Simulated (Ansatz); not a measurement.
Ti3SiC2 in space group P6_3/mmc (No. 194; Ti on 4f, Ti on 2a, Si on 2b, C on 4f) is relaxed with PBEsol (plane waves, PAW; program Ansatz). What lattice parameters of the conventional cell result?

a = 3.042 Å, c = 17.583 Å.

Give the free coordinates with the occupied sites.

In one choice of origin and axes:

| atom | site | symmetry | x | y | z |
|---|---|---|---|---|---|
| Ti | 4f | 3m. | 0.6667 | 0.3333 | 0.1349 |
| Ti | 2a | -3m. | 0.0000 | 0.0000 | 0.0000 |
| Si | 2b | -6m2 | 0.0000 | 0.0000 | 0.2500 |
| C | 4f | 3m. | 0.3333 | 0.6667 | 0.0722 |

Is it a metal or does it have a gap at this level?

No gap at this level.

Symmetry was held in the PBEsol relaxation; of distortions, only those at the zone centre were tested. The run is not spin-polarised.

Potentials: the later of the program's two PAW sets.
